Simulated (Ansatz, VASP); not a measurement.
# One calculation of C, two programs

```
CELL_PARAMETERS angstrom
1.32888 0.00000 0.00000
0.00000 1.68128 0.00000
0.00000 0.00000 2.47767
ATOMIC_POSITIONS crystal
C 0.00000 0.50000 0.00000
```

Alike in both runs: task relaxation of cell and atoms; functional PBE; k mesh 12 × 10 × 8; occupations gaussian, width 0.1 eV; no spin polarisation.

|  | VASP | Ansatz |
| --- | --- | --- |
| version | VASP 6.6.1 | Ansatz 0.2.0 |
| potentials or method | VASP PAW PBE potentials, release 64 (C) | scalar-relativistic, plane waves, PAW |
| plane-wave cutoff (eV) | 600 | 420 |
| valence electrons in the cell | 4 | 4 |

|  | VASP | Ansatz | Ansatz less VASP |
| --- | --- | --- | --- |
| gap on the k mesh at the Fermi level, each at its own relaxed structure (eV) | none | none | - |
| relaxed volume (Å³/atom) | 10.35 | 13.33 | +2.978 |
| relaxed cell length with the largest relative difference (Å) | 2.670 | 3.183 | +0.5128 |
| energy change over the relaxation (meV/atom) | -2031 | -2306 | -275.1 |

A gap of «none» marks a metal or a gap that the smearing closes. One of these differences is far larger than is usual between the two programs; its cause wasn't traced.

Caveats: the k mesh is coarse (spacing up to 0.39 Å⁻¹), so the values aren't converged; the volume moved by over 15 % at a fixed basis, so the end points are rough (VASP).
